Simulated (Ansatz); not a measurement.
## Strain response of AlGa$_{3}$N$_{4}$

All numbers below come from Ansatz, DFT PBEsol, scalar-relativistic, plane waves, PAW. (420 eV cutoff, 6×8×6 k-mesh, Gaussian smearing of 0.02 eV, no spin polarisation)

The relaxed crystal:

```xyz
8
Lattice="5.1424 0.0000 0.0000 0.0000 3.1650 0.0000 -0.0035 0.0000 5.4785" Properties=species:S:1:pos:R:3 pbc="T T T"
Al    0.0008    1.5825    3.6561
Ga    2.5655    1.5825    1.8349
Ga    2.5633    0.0000    4.5557
Ga    5.1411    0.0000    0.9104
N     0.6142    1.5825    1.8632
N     0.6021    0.0000    4.5273
N     3.1900    0.0000    0.9106
N     3.2437    1.5825    3.6558
```

Deformation: uniaxial strain along c, with the lengths of a and b and the atoms relaxed and the angles held, all within the symmetry that the strain leaves. Energies are extrapolated to zero smearing. Gaps are Kohn–Sham gaps over the whole zone.

| strain (%) | ΔE (meV/atom) | a (Å) | b (Å) | c (Å) | gap (eV) |
| --- | --- | --- | --- | --- | --- |
| -3.0 | 9.2 | 5.166 | 3.199 | 5.314 | 2.30 |
| -1.5 | 2.3 | 5.155 | 3.181 | 5.396 | 2.35 |
| +0.0 | 0.0 | 5.142 | 3.165 | 5.479 | 2.36 |
| +1.5 | 2.3 | 5.129 | 3.150 | 5.561 | 2.27 |
| +3.0 | 9.1 | 5.114 | 3.137 | 5.643 | 2.17 |

Q: What stiffness (1/V) d²E/dε² at zero strain does a cubic fit over all points give?

A: A cubic fit gives (1/V) d²E/dε² = 292 GPa at zero strain (Young's modulus along this axis, angles held).

Q: How does the free axis a answer a small strain?

A: Between the innermost points its strain is -0.17 times the applied one.

Q: How fast does the gap move with strain on either side?

A: 8 meV per percent on the compressed side and -60 meV per percent on the stretched side; it is direct at -1.5 %, direct at zero and direct at +1.5 %.